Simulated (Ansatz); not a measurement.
## O in Ansatz: the effect of strain

The system is O.

```
O
1.0
     2.85140   -1.66242    0.00000
     2.85140    1.66242    0.00000
    -2.39449    0.00000    3.50117
O
2
Cartesian
  3.5357 0.0000 2.9565
  -0.2274 0.0000 0.5447
```

Alike in all runs:

| Property | Result |
| --- | --- |
| Program | Ansatz 0.2.0 |
| Task | band structure |
| Functional | PBEsol |
| Potentials or basis | Ansatz PAW |
| Cutoff | 420 eV (not typed: the program's choice for these potentials) |
| k mesh | 8 × 8 × 6 |
| Occupations | fermi-dirac, width 0.05 eV |
| Spin | no spin polarisation |
| Kind of strain | uniaxial |
| Path | [["X", "G", "Y"], ["L", "G", "Z"], ["N", "G", "M"], ["R", "G"]] |
| Points for each segment of the path | 14 |

Problem. One run gave: pressure -8.1 GPa; largest force 3.24 eV/Å. Which strain did it use?
A. -0.01
B. 0.01
C. 0.04
D. 0.02
E. 0

Solution. C.

| strain | pressure (GPa) | largest force (eV/Å) |
| --- | --- | --- |
| -0.04 | 2.1 | 2.35 |
| -0.02 | -1.0 | 0.65 |
| -0.01 | -2.4 | 0.18 |
| 0 | -3.7 | 0.85 |
| 0.01 | -4.9 | 1.51 |
| 0.02 | -6.1 | 2.13 |
| 0.04 | -8.1 | 3.24 |

Caveats: spin is off for a triplet molecule; the PAW data sets come from PBE, with cores solved anew for the run's functional, which leaves a small shift of forces and pressure; forces of over 1 eV/Å show positions far from the minimum, so gaps and moduli don't describe the material at rest (some runs).
